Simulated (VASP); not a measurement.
# Sn (Immm) in VASP: a series of runs, part 2 of 2

VASP 6.6.1. Earlier steps stand in the parts before.

### Step 5. Single point, PBE

Contents of INCAR:

```
SYSTEM = Sn
ADDGRID = .FALSE.
ALGO = Normal
EDIFF = 1E-7
ENCUT = 900
GGA = PE
ISIF = 2
ISMEAR = 1
LASPH = .TRUE.
LCHARG = .FALSE.
LREAL = .FALSE.
LWAVE = .FALSE.
NELM = 100
PREC = Accurate
SIGMA = 0.1
```

Contents of KPOINTS:

```
k-points
0
G
  16 16 16
  0 0 0
```

Contents of POSCAR:

```
Sn
1.0
   -1.6810770000      1.7214010000      2.3373330000
    1.7271670000     -1.7623000000      2.4024190000
    1.7145940000      1.7948920000     -2.3683880000
Sn
1
Direct
    0.0245380000     -0.0183670000      0.0024320000
```

Potentials or basis: VASP PAW PBE potentials, release 64 (Sn).

Launch:

```
$ cat potpaw_PBE.64/Sn/POTCAR > POTCAR
$ mpirun -np 1 vasp_std > vasp.out
```

OUTCAR:

```text
SYSTEM = Sn
   EDIFF = 1E-7
   ENCUT = 900
   GGA = PE
   ISIF = 2
   ISMEAR = 1
   LASPH = .TRUE.
   LREAL = .FALSE.
   NELM = 100
   PREC = Accurate

 Found   2052 irreducible k-points:

 Following reciprocal coordinates:
            Coordinates               Weight
  0.000000  0.000000  0.000000      1.000000
  0.062500  0.000000  0.000000      2.000000
  0.125000  0.000000  0.000000      2.000000
  0.187500  0.000000  0.000000      2.000000
  0.250000  0.000000  0.000000      2.000000
  0.312500  0.000000  0.000000      2.000000
   k-points           NKPTS =   2052   k-points in BZ     NKDIM =   2052   number of bands    NBANDS=      6
   number of dos      NEDOS =    301   number of ions     NIONS =      1
   total plane-waves  NPLWV =  46656
   dimension x,y,z NGX =    36 NGY =   36 NGZ =   36
   dimension x,y,z NGXF=    72 NGYF=   72 NGZF=   72
   ions per type =               1
   NGX,Y,Z   is equivalent  to a cutoff of  17.84, 17.38, 17.44 a.u.
   NGXF,Y,Z  is equivalent  to a cutoff of  35.68, 34.76, 34.89 a.u.
 SYSTEM =  Sn
   PREC   = accura    normal or accurate (medium, high low for compatibility)
   ISTART =      0    job   : 0-new  1-cont  2-samecut
   ICHARG =      2    charge: 1-file 2-atom 10-const
   ISPIN  =      1    spin polarized calculation?
   LNONCOLLINEAR =      F non collinear calculations
   LSORBIT =      F    spin-orbit coupling
   LASPH  =      T    aspherical Exc in radial PAW
   ENCUT  =  900.0 eV  66.15 Ry    8.13 a.u.   8.21  8.42  8.39*2*pi/ulx,y,z
   NELM   =    100;   NELMIN=  2; NELMDL= -5     # of ELM steps
   EDIFF  = 0.1E-06   stopping-criterion for ELM
   LREAL  =      F    real-space projection
   EDIFFG = 0.1E-05   stopping-criterion for IOM
   NSW    =      0    number of steps for IOM
   IBRION =     -1    ionic relax: 0-MD 1-quasi-New 2-CG
   NFREE  =      0    steps in history (QN), initial steepest desc. (CG)
   ISIF   =      2    stress and relaxation
   ISYM   =      2    0-nonsym 1-usesym 2-fastsym
   POTIM  = 0.5000    time-step for ionic-motion
   TEBEG  =    0.0;   TEEND  =   0.0 temperature during run
   PSTRESS=    0.0 pullay stress
   NELECT =       4.0000    total number of electrons
   NUPDOWN=      -1.0000    fix difference up-down
   EMIN   =  10.00;   EMAX   =-10.00  energy-range for DOS
   EFERMI =   0.00;   METHOD = LEGACY
   ISMEAR =     1;   SIGMA  =   0.10  broadening in eV -4-tet -1-fermi 0-gaus
   EFERMI_NEDOS =   21; number of points for ismear=-14 and -15
   IALGO  =     38    algorithm
   IMIX   =      4    mixing-type and parameters
     AMIX     =   0.40;   BMIX     =  1.00
     AMIX_MAG =   1.60;   BMIX_MAG =  1.00
  volume/ion in A,a.u.               =      28.67       193.50
  Fermi-wavevector in a.u.,A,eV,Ry     =   0.849055  1.604482  9.808370  0.720895
  Thomas-Fermi vector in A             =   1.964816
   LORBIT       =      0    0 simple, 1 ext, 2 COOP (PROOUT), +10 PAW based schemes
   GGA     = PE    functional components
   LHFCALC =     F    Hartree Fock is set to
   AEXX    =    0.0000 exact exchange contribution
   IVDW    =     0    specifies the selected vdW correction
   LEPSILON=     F    determine dielectric tensor
   LRPA    =     F    only Hartree local field effects (RPA)
 non-spin polarized calculation
 Methfessel and Paxton  Order N= 1 SIGMA  =   0.10
  energy-cutoff  :      900.00
  volume of cell :       28.67
 maximum number of plane-waves:      1783
 NGX is ok and might be reduce to    36
   NGX = 17   NGY = 17   NGZ = 17

 number of electron       4.0000000 magnetization

 Free energy of the ion-electron system (eV)
  ---------------------------------------------------
  ext. energy  EPLUGINS =         0.00000000
  ---------------------------------------------------
  free energy    TOTEN  =        -3.77301561 eV

  energy without entropy =       -3.77295273  energy(sigma->0) =       -3.77299465

 E-fermi :   4.9659     XC(G=0):  -9.9653

 val. band max:        4.9646705284   @ k =   0.1875  -0.3125   0.1875
 cond. band min:       4.9665559059   @ k =   0.3125   0.1250   0.1875
 fundamental gap:      0.0018853775
 Fermi energy:         4.9658537706

 k-point     1 :       0.0000    0.0000    0.0000
  band No.  band energies     occupation
      1      -5.8258      2.00000
      2      11.8356      0.00000
      3      12.2042      0.00000
      4      12.5683      0.00000
      5      15.5965      0.00000
      6      15.7616      0.00000

 k-point     2 :       0.0625    0.0000    0.0000
  band No.  band energies     occupation
      1      -5.7485      2.00000
      2      11.4001      0.00000
      3      11.7840      0.00000
      4      12.3256      0.00000
      5      15.0136      0.00000
      6      16.0175      0.00000

 k-point     3 :       0.1250    0.0000    0.0000
  band No.  band energies     occupation
      1      -5.5167      2.00000
      2       9.6708      0.00000
      3      11.5658      0.00000
      4      11.9421      0.00000
      5      14.6334      0.00000
      6      16.4798      0.00000

 k-point     4 :       0.1875    0.0000    0.0000
  band No.  band energies     occupation
      1      -5.1310      2.00000
      2       7.7550      0.00000
      3      11.3125      0.00000
      4      11.5009      0.00000
      5      14.3834      0.00000
      6      16.7450      0.00000

 k-point     5 :       0.2500    0.0000    0.0000
  band No.  band energies     occupation
      1      -4.5939      2.00000
      2       5.8836     -0.00000
      3      11.0387      0.00000
      4      11.1097      0.00000
      5      14.2326      0.00000
      6      16.1838      0.00000

 k-point     6 :       0.3125    0.0000    0.0000
  band No.  band energies     occupation
      1      -3.9120      2.00000
      2       4.1305      2.00000
      3      10.6914      0.00000
      4      10.8969      0.00000
      5      14.1827      0.00000
      6      15.6572      0.00000

 [... further k-points ...]

------------------------ aborting loop because EDIFF is reached ----------------------------------------

  FORCE on cell =-STRESS in cart. coord.  units (eV):
  Direction    XX          YY          ZZ          XY          YZ          ZX
  --------------------------------------------------------------------------------------
  -------------------------------------------------------------------------------------
  Total       -0.1563991     -0.2626969     -0.1998883      0.0394718      0.0593283     -0.0414189
  in kB       -8.7391317    -14.6787435    -11.1691831      2.2055694      3.3150934     -2.3143697
  external PRESSURE =     -11.5290194 kB  Pullay stress =       0.0000000 kB

 VOLUME and BASIS-vectors are now :
 -----------------------------------------------------------------------------
  energy-cutoff  :      900.00
  volume of cell :       28.67
      direct lattice vectors                 reciprocal lattice vectors
    -1.681077000  1.721401000  2.337333000    -0.004822354  0.286321943  0.213499049
     1.727167000 -1.762300000  2.402419000     0.288499269 -0.000911461  0.208168231
     1.714594000  1.794892000 -2.368388000     0.287885548  0.281643047 -0.000369160

 POSITION                                       TOTAL-FORCE (eV/Angst)
 -----------------------------------------------------------------------------------
      1.65836     -1.68333      2.40989         0.000000      0.000000      0.000000
 -----------------------------------------------------------------------------------
    total drift:                               -0.000000     -0.000000     -0.000000

  FREE ENERGIE OF THE ION-ELECTRON SYSTEM (eV)
  ---------------------------------------------------
  free  energy   TOTEN  =        -3.7730156149 eV

  energy  without entropy=       -3.7729527306  energy(sigma->0) =       -3.77299465
```

stdout:

```text
POSCAR found type information on POSCAR Sn
 POSCAR found :  1 types and       1 ions
 scaLAPACK will be used
 LDA part: xc-table for (Slater+PW92), standard interpolation
 POSCAR, INCAR and KPOINTS ok, starting setup
 FFT: planning ... GRIDC
 FFT: planning ... GRID_SOFT
 FFT: planning ... GRID
 WAVECAR not read
 entering main loop
```

It took 5.4 min on 1 thread of Intel Xeon 6975P-C (Granite Rapids), shared host; peak memory 1 GiB.

These settings aren't checked as converged: the numbers below hold their error.

Results:

- Free energy: -3.7730 eV
- Pressure: -1.2 GPa
- Band gap on the k mesh: none (metal or under the smearing width)

### Step 6. Single point, PBE

INCAR, as its differences from that of step 5:

```diff
@@ -4,3 +4,3 @@
 EDIFF = 1E-7
-ENCUT = 900
+ENCUT = 700
 GGA = PE
```

Contents of KPOINTS:

```
k-points
0
G
  19 19 19
  0 0 0
```

Contents of POSCAR:

```
Sn
1.0
   -1.7265390000      1.7755470000      2.3383420000
    1.7265390000     -1.7755470000      2.3383420000
    1.7265390000      1.7755470000     -2.3383420000
Sn
1
Direct
    0.0000000000      0.0000000000      0.0000000000
```

Potentials or basis: VASP PAW PBE potentials, release 64 (Sn).

Launch:

```
$ cat potpaw_PBE.64/Sn/POTCAR > POTCAR
$ mpirun -np 1 vasp_std > vasp.out
```

OUTCAR:

```text
SYSTEM = Sn
   EDIFF = 1E-7
   ENCUT = 700
   GGA = PE
   ISIF = 2
   ISMEAR = 1
   LASPH = .TRUE.
   LREAL = .FALSE.
   NELM = 100
   PREC = Accurate

 Found   1000 irreducible k-points:

 Following reciprocal coordinates:
            Coordinates               Weight
  0.000000  0.000000  0.000000      1.000000
  0.052632 -0.000000  0.000000      4.000000
  0.105263 -0.000000  0.000000      4.000000
  0.157895  0.000000  0.000000      4.000000
  0.210526  0.000000  0.000000      4.000000
  0.263158  0.000000  0.000000      4.000000
   k-points           NKPTS =   1000   k-points in BZ     NKDIM =   1000   number of bands    NBANDS=      6
   number of dos      NEDOS =    301   number of ions     NIONS =      1
   total plane-waves  NPLWV =  27000
   dimension x,y,z NGX =    30 NGY =   30 NGZ =   30
   dimension x,y,z NGXF=    60 NGYF=   60 NGZF=   60
   ions per type =               1
   NGX,Y,Z   is equivalent  to a cutoff of  14.64, 14.64, 14.64 a.u.
   NGXF,Y,Z  is equivalent  to a cutoff of  29.29, 29.29, 29.29 a.u.
 SYSTEM =  Sn
   PREC   = accura    normal or accurate (medium, high low for compatibility)
   ISTART =      0    job   : 0-new  1-cont  2-samecut
   ICHARG =      2    charge: 1-file 2-atom 10-const
   ISPIN  =      1    spin polarized calculation?
   LNONCOLLINEAR =      F non collinear calculations
   LSORBIT =      F    spin-orbit coupling
   LASPH  =      T    aspherical Exc in radial PAW
[... 58 lines left out ...]

 k-point     1 :       0.0000    0.0000    0.0000
  band No.  band energies     occupation
      1      -5.8251      2.00000
      2      11.9804      0.00000
      3      12.1242      0.00000
      4      12.5297      0.00000
      5      15.5902      0.00000
      6      15.8024      0.00000
[... 37 lines left out ...]
 k-point     6 :       0.2632    0.0000    0.0000
  band No.  band energies     occupation
      1      -4.4951      2.00000
      2       5.3169     -0.00001
      3      11.0103      0.00000
      4      11.3274      0.00000
      5      14.3674      0.00000
      6      16.0655      0.00000

 [... further k-points ...]

------------------------ aborting loop because EDIFF is reached ----------------------------------------

  FORCE on cell =-STRESS in cart. coord.  units (eV):
  Direction    XX          YY          ZZ          XY          YZ          ZX
  --------------------------------------------------------------------------------------
  -------------------------------------------------------------------------------------
  Total       -0.1759460     -0.2633949     -0.2030170     -0.0000000      0.0000000      0.0000000
  in kB       -9.8313526    -14.7177483    -11.3440064     -0.0000000      0.0000000      0.0000000
  external PRESSURE =     -11.9643691 kB  Pullay stress =       0.0000000 kB

 VOLUME and BASIS-vectors are now :
 -----------------------------------------------------------------------------
  energy-cutoff  :      700.00
  volume of cell :       28.67
      direct lattice vectors                 reciprocal lattice vectors
    -1.726539000  1.775547000  2.338342000     0.000000000  0.281603359  0.213826720
     1.726539000 -1.775547000  2.338342000     0.289596702  0.000000000  0.213826720
     1.726539000  1.775547000 -2.338342000     0.289596702  0.281603359  0.000000000

 POSITION                                       TOTAL-FORCE (eV/Angst)
 -----------------------------------------------------------------------------------
      0.00000      0.00000      0.00000        -0.000000     -0.000000     -0.000000
 -----------------------------------------------------------------------------------
    total drift:                               -0.000000     -0.000000      0.000000

  FREE ENERGIE OF THE ION-ELECTRON SYSTEM (eV)
  ---------------------------------------------------
  free  energy   TOTEN  =        -3.7714794139 eV

  energy  without entropy=       -3.7716781127  energy(sigma->0) =       -3.77154565
```

stdout:

```text
POSCAR found type information on POSCAR Sn
 POSCAR found :  1 types and       1 ions
 scaLAPACK will be used
 LDA part: xc-table for (Slater+PW92), standard interpolation
 POSCAR, INCAR and KPOINTS ok, starting setup
 FFT: planning ... GRIDC
 FFT: planning ... GRID_SOFT
 FFT: planning ... GRID
 WAVECAR not read
 entering main loop
```

Wall time 1.8 min (1 thread of Intel Xeon 6975P-C (Granite Rapids), shared host); peak memory 0.43 GiB.

The run converged, but some of its settings lie outside the range that counts as converged, so its numbers aren't taken as properties of the crystal.

What came out:

```yaml
Free_energy: -3.7715 eV
Pressure: -1.2 GPa
Band_gap_on_the_k_mesh: none (metal or under the smearing width)
```

### Step 7. The reference run

An earlier run on the cell as given: functional PBE; potentials or basis VASP PAW PBE potentials, release 64 (Sn_d); cutoff 520 eV; k mesh 11 × 11 × 11; occupations fermi-dirac, width 0.05 eV; no spin polarisation.

* Pressure: -1.1 GPa
* Band gap on the k mesh: none (metal or under the smearing width)
